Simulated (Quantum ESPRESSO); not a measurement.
Crystal: Na.

```xyz
1
Lattice="-2.1410 2.1410 2.1410 2.1410 -2.1410 2.1410 2.1410 2.1410 -2.1410" Properties=species:S:1:pos:R:3 pbc="T T T"
Na    0.0000    0.0000    0.0000
```

Base run:

```yaml
Program: Quantum ESPRESSO 7.5
Functional: LDA
Potentials_or_basis: PseudoDojo 0.4.1 SR LDA stringent
Cutoff: 1197 eV
Density_cutoff: 4789 eV
k_mesh: 9 × 9 × 9
Occupations: fermi-dirac, width 0.05 eV
Spin: no spin polarisation
```

Its results: band gap on the k mesh none (metal or under the smearing width); pressure -1.1 GPa.

Question: The run is repeated on the same cell with these changes: functional from LDA to PBEsol; potentials or basis from PseudoDojo 0.4.1 SR LDA stringent to PseudoDojo 0.4.1 SR PBEsol standard. What comes out?

Answer: Band gap on the k mesh none (metal or under the smearing width); pressure -0.5 GPa.

Not every run made on this cell is shown here.
